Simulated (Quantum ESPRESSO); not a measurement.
# KCl (Sylvite) (Fm-3m) in Quantum ESPRESSO: further runs, part 2 of 3

Quantum ESPRESSO 7.5.

### Step 3. Energy-loss spectrum, LDA (volume scaled by 0.88)

pw.in reads:

```
&CONTROL
  calculation = 'scf'
  prefix = 'pwscf'
  outdir = './tmp'
  pseudo_dir = './pseudo'
  tprnfor = .true.
  tstress = .true.
  disk_io = 'low'
/
&SYSTEM
  ibrav = 0
  nat = 2
  ntyp = 2
  ecutwfc = 72
  nbnd = 14
  occupations = 'smearing'
  smearing = 'fd'
  degauss = 0.00367493
/
&ELECTRONS
  conv_thr = 4d-10
  electron_maxstep = 120
  mixing_beta = 0.5
/
ATOMIC_SPECIES
K     39.0983 K.upf
Cl    35.4500 Cl.upf
CELL_PARAMETERS angstrom
   0.0000000000    3.0152117675    3.0152117675
   3.0152117675    0.0000000000    3.0152117675
   3.0152117675    3.0152117675    0.0000000000
ATOMIC_POSITIONS crystal
K      0.0000000000    0.0000000000    0.0000000000
Cl     0.5000000000    0.5000000000    0.5000000000
K_POINTS automatic
2 2 2 1 1 1
```

scf2.in reads:

```
&CONTROL
  calculation = 'scf'
  prefix = 'pwscf'
  outdir = './tmp'
  pseudo_dir = './pseudo'
  tprnfor = .true.
  tstress = .true.
  disk_io = 'low'
/
&SYSTEM
  ibrav = 0
  nat = 2
  ntyp = 2
  ecutwfc = 72
  nbnd = 14
  occupations = 'fixed'
/
&ELECTRONS
  conv_thr = 1d-11
  electron_maxstep = 120
  mixing_beta = 0.5
  startingpot = 'file'
  startingwfc = 'file'
/
ATOMIC_SPECIES
K     39.0983 K.upf
Cl    35.4500 Cl.upf
CELL_PARAMETERS angstrom
   0.0000000000    3.0152117675    3.0152117675
   3.0152117675    0.0000000000    3.0152117675
   3.0152117675    3.0152117675    0.0000000000
ATOMIC_POSITIONS crystal
K      0.0000000000    0.0000000000    0.0000000000
Cl     0.5000000000    0.5000000000    0.5000000000
K_POINTS automatic
2 2 2 1 1 1
```

eels.in reads:

```
&LR_INPUT
  prefix = 'pwscf'
  outdir = './tmp'
  restart_step = 5000
  restart = .false.
/
&LR_CONTROL
  calculator = 'lanczos'
  approximation = 'TDDFT'
  q1 = 0.01959125808
  q2 = 0.01959125808
  q3 = 0.01959125808
  itermax = 200
/
```

spectrum.in reads:

```
&LR_INPUT
  prefix = 'pwscf'
  outdir = './tmp'
  eels = .true.
  itermax0 = 200
  itermax = 20000
  extrapolation = 'osc'
  epsil = 0.03
  units = 1
  start = 0
  end = 40
  increment = 0.2
/
```

Potentials or basis: PseudoDojo 0.4.1 SR LDA standard.

The run is started by

```
OMP_NUM_THREADS=1 pw.x -in pw.in > pw.out
OMP_NUM_THREADS=1 pw.x -in scf2.in > scf2.out
OMP_NUM_THREADS=1 turbo_eels.x -in eels.in > eels.out
OMP_NUM_THREADS=1 turbo_spectrum.x -in spectrum.in > spectrum.out
```

pw.out:

```text
This program is part of the open-source Quantum ESPRESSO suite
     for quantum simulation of materials; please cite
[... 9 lines left out ...]
     --------------------
     sticks:   dense  smooth     PW     G-vecs:    dense   smooth      PW
     Sum        1285    1285    361                30587    30587    4477

     Using Slab Decomposition

     bravais-lattice index     =            0
     lattice parameter (alat)  =       8.0581  a.u.
     unit-cell volume          =     369.9815 (a.u.)^3
     number of atoms/cell      =            2
     number of atomic types    =            2
     number of electrons       =        16.00
     number of Kohn-Sham states=           14
     kinetic-energy cutoff     =      72.0000  Ry
     charge density cutoff     =     288.0000  Ry
     scf convergence threshold =      4.0E-10
     mixing beta               =       0.5000
     number of iterations used =            8  plain     mixing
     Exchange-correlation= SLA  PW   NOGX NOGC
                           (   1   4   0   0   0   0   0)

     celldm(1)=   8.058082  celldm(2)=   0.000000  celldm(3)=   0.000000
     celldm(4)=   0.000000  celldm(5)=   0.000000  celldm(6)=   0.000000

     crystal axes: (cart. coord. in units of alat)
               a(1) = (   0.000000   0.707107   0.707107 )
               a(2) = (   0.707107   0.000000   0.707107 )
               a(3) = (   0.707107   0.707107   0.000000 )

     reciprocal axes: (cart. coord. in units 2 pi/alat)
               b(1) = ( -0.707107  0.707107  0.707107 )
               b(2) = (  0.707107 -0.707107  0.707107 )
               b(3) = (  0.707107  0.707107 -0.707107 )

     PseudoPot. # 1 for K  read from file:
     K.upf
     Pseudo is Norm-conserving + core correction, Zval =  9.0
     Generated using ONCVPSP code by D. R. Hamann
     Using radial grid of 2170 points,  6 beta functions with:
                l(1) =   0
                l(2) =   0
                l(3) =   1
                l(4) =   1
                l(5) =   2
                l(6) =   2

     PseudoPot. # 2 for Cl read from file:
     Cl.upf
     Pseudo is Norm-conserving + core correction, Zval =  7.0
     Generated using ONCVPSP code by D. R. Hamann
     Using radial grid of 1016 points,  6 beta functions with:
                l(1) =   0
                l(2) =   0
                l(3) =   1
                l(4) =   1
                l(5) =   2
                l(6) =   2

     atomic species   valence    mass     pseudopotential
     K                 9.00    39.09830     K ( 1.00)
     Cl                7.00    35.45000     Cl( 1.00)

     48 Sym. Ops., with inversion, found

   Cartesian axes

     site n.     atom                  positions (alat units)
         1        K      tau(   1) = (   0.0000000   0.0000000   0.0000000  )
         2        Cl     tau(   2) = (   0.7071068   0.7071068   0.7071068  )

     number of k points=     2  Fermi-Dirac smearing, width (Ry)=  0.0037
                       cart. coord. in units 2pi/alat
        k(    1) = (   0.1767767   0.1767767   0.1767767), wk =   0.5000000
        k(    2) = (  -0.1767767  -0.1767767   0.5303301), wk =   1.5000000

     Dense  grid:    30587 G-vectors     FFT dimensions: (  45,  45,  45)

     Initial potential from superposition of free atoms

     starting charge      15.9839, renormalised to      16.0000
     Starting wfcs are    9 randomized atomic wfcs +    5 random wfcs

     Self-consistent Calculation

     iteration #  1     ecut=    72.00 Ry     beta= 0.50
     Davidson diagonalization with overlap
     ethr =  1.00E-02,  avg # of iterations =  7.0

     Threshold (ethr) on eigenvalues was too large:
     Diagonalizing with lowered threshold

     Davidson diagonalization with overlap
     ethr =  3.53E-04,  avg # of iterations =  4.5

     total energy              =     -92.92147643 Ry
     estimated scf accuracy    <       0.05525408 Ry

     iteration #  2     ecut=    72.00 Ry     beta= 0.50
     Davidson diagonalization with overlap
     ethr =  3.45E-04,  avg # of iterations =  2.0

     total energy              =     -92.93392046 Ry
     estimated scf accuracy    <       0.00317463 Ry

     iteration #  3     ecut=    72.00 Ry     beta= 0.50
     Davidson diagonalization with overlap
     ethr =  1.98E-05,  avg # of iterations =  6.5

     total energy              =     -92.93420986 Ry
     estimated scf accuracy    <       0.00059820 Ry

     iteration #  4     ecut=    72.00 Ry     beta= 0.50
     Davidson diagonalization with overlap
     ethr =  3.74E-06,  avg # of iterations =  3.0

     total energy              =     -92.93423286 Ry
     estimated scf accuracy    <       0.00000823 Ry

     iteration #  5     ecut=    72.00 Ry     beta= 0.50
     Davidson diagonalization with overlap
     ethr =  5.14E-08,  avg # of iterations =  2.0

     total energy              =     -92.93423511 Ry
     estimated scf accuracy    <       0.00000041 Ry

     iteration #  6     ecut=    72.00 Ry     beta= 0.50
     Davidson diagonalization with overlap
     ethr =  2.57E-09,  avg # of iterations =  4.0

     total energy              =     -92.93423515 Ry
     estimated scf accuracy    <       0.00000036 Ry

     iteration #  7     ecut=    72.00 Ry     beta= 0.50
     Davidson diagonalization with overlap
     ethr =  2.25E-09,  avg # of iterations =  2.0

     total energy              =     -92.93423525 Ry
     estimated scf accuracy    <          5.1E-09 Ry

     iteration #  8     ecut=    72.00 Ry     beta= 0.50
     Davidson diagonalization with overlap
     ethr =  3.20E-11,  avg # of iterations =  2.0

     total energy              =     -92.93423525 Ry
     estimated scf accuracy    <          6.6E-10 Ry

     iteration #  9     ecut=    72.00 Ry     beta= 0.50
     Davidson diagonalization with overlap
     ethr =  4.13E-12,  avg # of iterations =  2.0

     End of self-consistent calculation

          k = 0.1768 0.1768 0.1768 (  3807 PWs)   bands (ev):

   -25.0177 -10.7829  -8.6931  -8.6931  -8.5087   0.7934   1.3254   1.3254
     8.1696   9.5374  10.5397  10.5397  11.6511  11.6511

          k =-0.1768-0.1768 0.5303 (  3830 PWs)   bands (ev):

   -25.0031 -10.7265  -8.8014  -8.7428  -8.5670   0.6073   1.0565   1.2081
     8.6525  10.0388  11.9167  12.2930  12.3347  12.8572

     the Fermi energy is     3.6385 ev

!    total energy              =     -92.93423525 Ry
     estimated scf accuracy    <          5.3E-11 Ry
     smearing contrib. (-TS)   =       0.00000000 Ry
     internal energy E=F+TS    =     -92.93423525 Ry

     The total energy is F=E-TS. E is the sum of the following terms:
     one-electron contribution =     -25.36352212 Ry
     hartree contribution      =      18.24832796 Ry
     xc contribution           =     -21.46767773 Ry
     ewald contribution        =     -64.35136336 Ry

     convergence has been achieved in   9 iterations

     Forces acting on atoms (cartesian axes, Ry/au):

     atom    1 type  1   force =     0.00000000    0.00000000    0.00000000
     atom    2 type  2   force =     0.00000000    0.00000000   -0.00000000

     Total force =     0.000000     Total SCF correction =     0.000000

     Computing stress (Cartesian axis) and pressure

          total   stress  (Ry/bohr**3)                   (kbar)     P=        3.86
   0.00002623  -0.00000000   0.00000000            3.86       -0.00        0.00
  -0.00000000   0.00002623   0.00000000           -0.00        3.86        0.00
  -0.00000000   0.00000000   0.00002623           -0.00        0.00        3.86

=------------------------------------------------------------------------------=
   JOB DONE.
=------------------------------------------------------------------------------=
```

It took 79 s on 1 thread of Arm Neoverse V1, shared host; peak memory 0.13 GiB.

What came out:

| Item | Value |
| --- | --- |
| Free energy | -1264.4347 eV |
| Pressure | 0.4 GPa |
| Peak of the energy-loss function | 26.4 eV |

Levels at points of the mesh, in eV from the valence-band top:
```
           k point  band 6  band 7  band 8  band 9  band 10  band 11
(0.25, 0.25, 0.25)   -0.53    0.00    0.00    6.84     8.21     9.21
```

Energy-loss function at q = [0.02887, 0.02887, 0.02887] (Å⁻¹, cartesian):
| energy (eV) | loss |
| --- | --- |
| 0.0 | 0.000 |
| 1.8 | 0.003 |
| 3.4 | 0.006 |
| 5.2 | 0.013 |
| 7.0 | 0.034 |
| 8.6 | 0.182 |
| 10.4 | 0.335 |
| 12.2 | 0.441 |
| 13.8 | 0.506 |
| 15.6 | 0.556 |
| 17.4 | 0.596 |
| 19.0 | 0.633 |
| 20.8 | 0.685 |
| 22.4 | 0.739 |
| 24.2 | 0.799 |
| 26.0 | 0.832 |
| 27.6 | 0.822 |
| 29.4 | 0.764 |
| 31.2 | 0.677 |
| 32.8 | 0.593 |
| 34.6 | 0.496 |
| 36.4 | 0.401 |
| 38.0 | 0.320 |
| 39.8 | 0.236 |

Caveat: the k mesh is coarse (spacing up to 0.90 Å⁻¹), so the values aren't converged; the Lanczos chain is short for so many electrons, so humps in the spectrum may be artefacts.

### Step 4. Energy-loss spectrum, LDA (volume scaled by 1.15)

Edit pw.in of step 3 so:

```diff
@@ -28,5 +28,5 @@
 CELL_PARAMETERS angstrom
-   0.0000000000    3.0152117675    3.0152117675
-   3.0152117675    0.0000000000    3.0152117675
-   3.0152117675    3.0152117675    0.0000000000
+   0.0000000000    3.2965237484    3.2965237484
+   3.2965237484    0.0000000000    3.2965237484
+   3.2965237484    3.2965237484    0.0000000000
 ATOMIC_POSITIONS crystal
```

Edit scf2.in of step 3 so:

```diff
@@ -28,5 +28,5 @@
 CELL_PARAMETERS angstrom
-   0.0000000000    3.0152117675    3.0152117675
-   3.0152117675    0.0000000000    3.0152117675
-   3.0152117675    3.0152117675    0.0000000000
+   0.0000000000    3.2965237484    3.2965237484
+   3.2965237484    0.0000000000    3.2965237484
+   3.2965237484    3.2965237484    0.0000000000
 ATOMIC_POSITIONS crystal
```

eels.in reads:

```
&LR_INPUT
  prefix = 'pwscf'
  outdir = './tmp'
  restart_step = 5000
  restart = .false.
/
&LR_CONTROL
  calculator = 'lanczos'
  approximation = 'RPA_with_CLFE'
  q1 = 0.07419785293
  q2 = 0
  q3 = 0
  itermax = 200
/
```

Edit spectrum.in of step 3 so:

```diff
@@ -7,3 +7,3 @@
   extrapolation = 'osc'
-  epsil = 0.03
+  epsil = 0.05
   units = 1
```

Potentials or basis: PseudoDojo 0.4.1 SR LDA standard.

The run is started by

```
OMP_NUM_THREADS=1 pw.x -in pw.in > pw.out
OMP_NUM_THREADS=1 pw.x -in scf2.in > scf2.out
OMP_NUM_THREADS=1 turbo_eels.x -in eels.in > eels.out
OMP_NUM_THREADS=1 turbo_spectrum.x -in spectrum.in > spectrum.out
```

pw.out:

```text
This program is part of the open-source Quantum ESPRESSO suite
     for quantum simulation of materials; please cite
[... 9 lines left out ...]
     --------------------
     sticks:   dense  smooth     PW     G-vecs:    dense   smooth      PW
     Sum        1531    1531    421                39957    39957    5769

     Using Slab Decomposition

     bravais-lattice index     =            0
     lattice parameter (alat)  =       8.8099  a.u.
     unit-cell volume          =     483.4986 (a.u.)^3
     number of atoms/cell      =            2
     number of atomic types    =            2
     number of electrons       =        16.00
     number of Kohn-Sham states=           14
     kinetic-energy cutoff     =      72.0000  Ry
     charge density cutoff     =     288.0000  Ry
     scf convergence threshold =      4.0E-10
     mixing beta               =       0.5000
     number of iterations used =            8  plain     mixing
     Exchange-correlation= SLA  PW   NOGX NOGC
                           (   1   4   0   0   0   0   0)

     celldm(1)=   8.809882  celldm(2)=   0.000000  celldm(3)=   0.000000
     celldm(4)=   0.000000  celldm(5)=   0.000000  celldm(6)=   0.000000

     crystal axes: (cart. coord. in units of alat)
               a(1) = (   0.000000   0.707107   0.707107 )
               a(2) = (   0.707107   0.000000   0.707107 )
               a(3) = (   0.707107   0.707107   0.000000 )

     reciprocal axes: (cart. coord. in units 2 pi/alat)
               b(1) = ( -0.707107  0.707107  0.707107 )
               b(2) = (  0.707107 -0.707107  0.707107 )
               b(3) = (  0.707107  0.707107 -0.707107 )

     PseudoPot. # 1 for K  read from file:
     K.upf
     Pseudo is Norm-conserving + core correction, Zval =  9.0
     Generated using ONCVPSP code by D. R. Hamann
[... 42 lines left out ...]
     Starting wfcs are    9 randomized atomic wfcs +    5 random wfcs

     Self-consistent Calculation

     iteration #  1     ecut=    72.00 Ry     beta= 0.50
     Davidson diagonalization with overlap
     ethr =  1.00E-02,  avg # of iterations =  6.5

     Threshold (ethr) on eigenvalues was too large:
     Diagonalizing with lowered threshold

     Davidson diagonalization with overlap
     ethr =  4.60E-04,  avg # of iterations =  3.0

     total energy              =     -92.90199608 Ry
     estimated scf accuracy    <       0.07153568 Ry
[... 50 lines left out ...]
     iteration #  9     ecut=    72.00 Ry     beta= 0.50
     Davidson diagonalization with overlap
     ethr =  2.87E-12,  avg # of iterations =  2.0

     End of self-consistent calculation

          k = 0.1768 0.1768 0.1768 (  4969 PWs)   bands (ev):

   -27.4449 -12.2087 -11.1014 -11.1014 -11.0010  -0.7237  -0.3464  -0.3464
     5.2687   7.4328   8.4194   8.4194   9.2236   9.2236

          k =-0.1768-0.1768 0.5303 (  4994 PWs)   bands (ev):

   -27.4413 -12.1776 -11.1381 -11.1190 -11.0207  -0.8799  -0.5561  -0.4448
     6.6787   7.1130   8.9273   9.3467   9.7900  10.1463

     the Fermi energy is     0.9985 ev

!    total energy              =     -92.91887690 Ry
     estimated scf accuracy    <          5.1E-12 Ry
     smearing contrib. (-TS)   =      -0.00000000 Ry
     internal energy E=F+TS    =     -92.91887690 Ry

     The total energy is F=E-TS. E is the sum of the following terms:
     one-electron contribution =     -34.06652886 Ry
     hartree contribution      =      21.35837752 Ry
     xc contribution           =     -21.35084683 Ry
     ewald contribution        =     -58.85987873 Ry

     convergence has been achieved in   9 iterations

     Forces acting on atoms (cartesian axes, Ry/au):

     atom    1 type  1   force =     0.00000000    0.00000000   -0.00000000
     atom    2 type  2   force =    -0.00000000   -0.00000000    0.00000000

     Total force =     0.000000     Total SCF correction =     0.000000

     Computing stress (Cartesian axis) and pressure

          total   stress  (Ry/bohr**3)                   (kbar)     P=      -32.80
  -0.00022294   0.00000000   0.00000000          -32.80        0.00        0.00
   0.00000000  -0.00022294   0.00000000            0.00      -32.80        0.00
   0.00000000   0.00000000  -0.00022294            0.00        0.00      -32.80

=------------------------------------------------------------------------------=
   JOB DONE.
=------------------------------------------------------------------------------=
```

eels.out:

```text
This program is part of the open-source Quantum ESPRESSO suite
     for quantum simulation of materials; please cite
         "P. Giannozzi et al., J. Phys.:Condens. Matter 21 395502 (2009);
         "P. Giannozzi et al., J. Phys.:Condens. Matter 29 465901 (2017);
         "P. Giannozzi et al., J. Chem. Phys. 152 154105 (2020);
     in publications or presentations arising from this work. More details at

[... 452 lines left out ...]
     gamma(00000200)= 37.282675
     z1=       1 -0.302647525691235E-02 -0.708882512761332E-10
     End of Lanczos iterations

     Finished linear response calculation...

     US routines

     EELS routines

=------------------------------------------------------------------------------=
   JOB DONE.
=------------------------------------------------------------------------------=
```

It took 59 s on 1 thread of Arm Neoverse V1, shared host; peak memory 0.12 GiB.

What came out:

```
Free energy                      : -1264.2257 eV
Pressure                         : -3.3 GPa
Peak of the energy-loss function : 23.2 eV
```

Levels at points of the mesh, in eV from the valence-band top:
```csv
k point,band 5,band 6,band 7,band 8,band 9,band 10
"(0.25, 0.25, 0.25)",-10.65,-0.38,0.00,0.00,5.62,7.78
```

Energy-loss function at q = [0.1, 0.0, 0.0] (Å⁻¹, cartesian):
```csv
energy (eV),loss
0.0,0.000
1.8,0.006
3.4,0.013
5.2,0.032
7.0,0.129
8.6,0.254
10.4,0.362
12.2,0.431
13.8,0.463
15.6,0.480
17.4,0.493
19.0,0.509
20.8,0.532
22.4,0.548
24.2,0.547
26.0,0.520
27.6,0.483
29.4,0.446
31.2,0.421
32.8,0.405
34.6,0.381
36.4,0.340
38.0,0.289
39.8,0.226
```

Caveat: the k mesh is coarse (spacing up to 0.83 Å⁻¹), so the values aren't converged; the Lanczos chain is short for so many electrons, so humps in the spectrum may be artefacts.

(Part 2 of 3 ends here.)
